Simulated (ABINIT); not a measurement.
CsPbBr3:

```
CELL_PARAMETERS angstrom
5.87000 0.00000 0.00000
0.00000 5.87000 0.00000
0.00000 0.00000 5.87000
ATOMIC_POSITIONS crystal
Pb 0.50000 0.50000 0.50000
Cs 0.00000 0.00000 0.00000
Br 0.50000 0.50000 0.00000
Br 0.50000 0.00000 0.50000
Br 0.00000 0.50000 0.50000
```

Measurements of this composition are mostly on another form, of space group No. 62.

```yaml
Program: ABINIT 10.8.3 (patched build)
Task: relaxation of cell and atoms
Functional: PBE
Potentials_or_basis: SPMS NC PBE v1.0
Cutoff: 490 eV
k_mesh: 4 × 4 × 4
Occupations: fermi-dirac, width 0.05 eV
Spin: no spin polarisation
```

At the start: pressure 1.5 GPa; volume 40.45 Å³/atom.

Q: How do energy, volume and symmetry change on relaxing?

A: Over 5 steps the energy falls by 13.0 meV/atom and the volume is 43.36 Å³/atom (+7.2 %); space group Pm-3m (No. 221, to 0.05 Å).

The path:
| step | energy change (eV) | largest force (eV/Å) | pressure (GPa) | volume (Å³) |
| --- | --- | --- | --- | --- |
| 1 | 0.0000 | 0.0000 | 1.53 | 202.26 |
| 2 | -0.0087 | 0.0000 | 1.41 | 203.21 |
| 3 | -0.0644 | 0.0000 | 0.12 | 215.46 |
| 4 | -0.0649 | 0.0000 | 0.01 | 216.68 |
| 5 | -0.0649 | 0.0000 | 0.00 | 216.81 |

Final structure:
```
CELL_PARAMETERS angstrom
6.00749 0.00000 0.00000
0.00000 6.00749 0.00000
0.00000 0.00000 6.00749
ATOMIC_POSITIONS crystal
Pb 0.50000 0.50000 0.50000
Cs 0.00000 0.00000 0.00000
Br 0.50000 0.50000 0.00000
Br 0.50000 0.00000 0.50000
Br 0.00000 0.50000 0.50000
```
